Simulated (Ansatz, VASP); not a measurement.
# MgO: VASP beside Ansatz

INCAR

```
PREC = Accurate
ENCUT = 520
EDIFF = 1E-7
ISMEAR = -1
SIGMA = 0.02
LREAL = False
LASPH = True
NELM = 100
ALGO = Normal
ISIF = 2
LWAVE = False
LCHARG = True
GGA = PE
LELF = True
LVHAR = True
NBANDS = 11
```

Contents of KPOINTS:

```
Automatic mesh
0
Gamma
  10 10 10
```

Contents of POSCAR:

```
MgO
1.0
    2.6376026588      0.0142535303      0.0142535303
    0.0142535303      2.6376026588      0.0142535303
    0.0142535303      0.0142535303      2.6376026588
Mg O
1 1
Direct
    0.0000000000      0.0000000000      0.0000000000
    0.5000000000      0.5000000000      0.5000000000
```

Input for Ansatz:

```yaml
crystal:
  lattice:
    - [2.6376026588, 0.0142535303, 0.0142535303]
    - [0.0142535303, 2.6376026588, 0.0142535303]
    - [0.0142535303, 0.0142535303, 2.6376026588]
  atoms:
    - { symbol: Mg, position: [0.0, 0.0, 0.0] }
    - { symbol: O, position: [0.5, 0.5, 0.5] }
kpoints:
  mp_grid: { grid: [10, 10, 10] }
  band_path:
    path: [[0.0, 0.0, 0.0], [0.0, 0.5, 0.0], [0.5, 0.5, 0.0], [0.5, 0.5, 0.5]]
    npoints: 1
hamiltonian:
  xc: pbe
scf:
  occupations: { method: fermi_dirac, width: 0.02 }
  n_extra_bands: 4
output:
  forces: true
  stress: true
  eigenvalues: true
```

Change from the starting cell: shear_111 strain +1.6%.

Alike in both runs: task single point; functional PBE; k mesh 10 × 10 × 10; occupations fermi-dirac, width 0.02 eV; no spin polarisation.

|  | VASP | Ansatz |
| --- | --- | --- |
| version | VASP 6.6.1 | Ansatz 0.2.0 |
| potentials or method | VASP PAW PBE potentials, release 64 (Mg, O) | plane waves, PAW |
| plane-wave cutoff (eV) | 520 | 420 |
| valence electrons in the cell | 8 | 16 |

|  | VASP | Ansatz | Ansatz less VASP |
| --- | --- | --- | --- |
| gap on the k mesh at the Fermi level (eV) | 2.47 | 2.49 | +0.020 |
| pressure (GPa) | 3.0 | 3.7 | +0.74 |
| largest component of the traceless stress (GPa) | 0.64 | 0.64 | -0.002 |

The two sets of potentials don't hold the same shells in valence.

A k mesh can miss the band edges.
